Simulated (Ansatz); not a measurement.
# BAs: the band gap up the ladder of functionals

One table from this session's results is given with a row withheld; the runs are named, their logs left out.

Program: Ansatz 0.2.0. PAW datasets, plane waves. (Simulation; spin polarisation is off.)

**The system as given**

The cell was relaxed beforehand with r2SCAN.

It is cubic, F-43m (No. 216); a = 4.784 Å in the conventional setting, 13.68 Å³ an atom. Near B stand 4 As at 2.07 Å; near As stand 4 B at 2.07 Å.

The structure in full:

```
B As
1.0
     0.00000    2.39187    2.39187
     2.39187    0.00000    2.39187
     2.39187    2.39187    0.00000
B As
1 1
Direct
  0.00000 0.00000 0.00000
  0.25000 0.25000 0.25000
```

Set-up of the first run:

Input file input.yaml:

```yaml
crystal:
  lattice:
    - [0.0, 2.3918700258, 2.3918700258]
    - [2.3918700258, 0.0, 2.3918700258]
    - [2.3918700258, 2.3918700258, 0.0]
  atoms:
    - { symbol: B, position: [0.0, 0.0, 0.0] }
    - { symbol: As, position: [0.25, 0.25, 0.25] }
kpoints:
  mp_grid: { grid: [10, 10, 10] }
  band_path:
    path:
      - [[0.0, 0.0, 0.0], [-0.5, -0.5, 4.226374115485e-17], [-0.375, -0.375, 0.25]]
      - [[-0.375, -2.108214378708e-17, 0.375], [0.0, 0.0, 0.0], [-9.65135875997e-17, 9.504901782418e-18, 0.5], [-0.5, -0.25, 0.25], [-0.5, -0.5, 4.226374115485e-17]]
    npoints: 10
hamiltonian:
  xc: pbe
scf:
  occupations: { method: fermi_dirac, width: 0.02 }
  n_extra_bands: 4
output:
  forces: true
  stress: true
  eigenvalues: true
```

Launch:

```console
$ ansatz run input.yaml --threads 2 --pin off --max-ram 2211MiB --backend cpu --events-out ev --progress --plain --runs-dir out
```

Among the steps run: PBE band path; Single point with r2SCAN; HSE06; PBE+SOC; PBE0 at the same geometry; LDA at the same geometry; Quasiparticle levels, G0W0@PBE; One-shot GW from PBE; DDH-PBE0; HSE06+SOC; Single point with Hartree-Fock; Single point with LC-ωPBE.

One table of the session follows, with a row left open; its other results are not shown here.

```
                     level  gap (eV)
                       PBE      1.19
                    r2SCAN      1.37
                     HSE06         ?
                   PBE+SOC      1.12
                      PBE0      2.51
                       LDA      1.13
 G0W0@PBE (81 empty bands)      1.78
G0W0@PBE (202 empty bands)      1.86
                  DDH-PBE0      1.72
                 HSE06+SOC      1.76
              Hartree-Fock      7.29
                   LC-ωPBE      6.34
```

Estimate the missing values for HSE06.

As computed: gap (eV): 1.83. In the column «gap (eV)» it lies between G0W0@PBE (81 empty bands) (1.78) and G0W0@PBE (202 empty bands) (1.86).

Meshes: PBE 10×10×10, r2SCAN 10×10×10, HSE06 6×6×6, PBE+SOC 10×10×10, PBE0 6×6×6, LDA 10×10×10, DDH-PBE0 6×6×6, HSE06+SOC 6×6×6, Hartree-Fock 6×6×6, LC-ωPBE 6×6×6. Gaps marked «mesh only» don't see the path that PBE's does.

To keep in mind: Spin-orbit coupling changes the PBE gap by -0.07 eV, and the other levels here lack it unless marked. Warnings in the runs' records: stress exchange threshold loose, stress scf threshold loose.
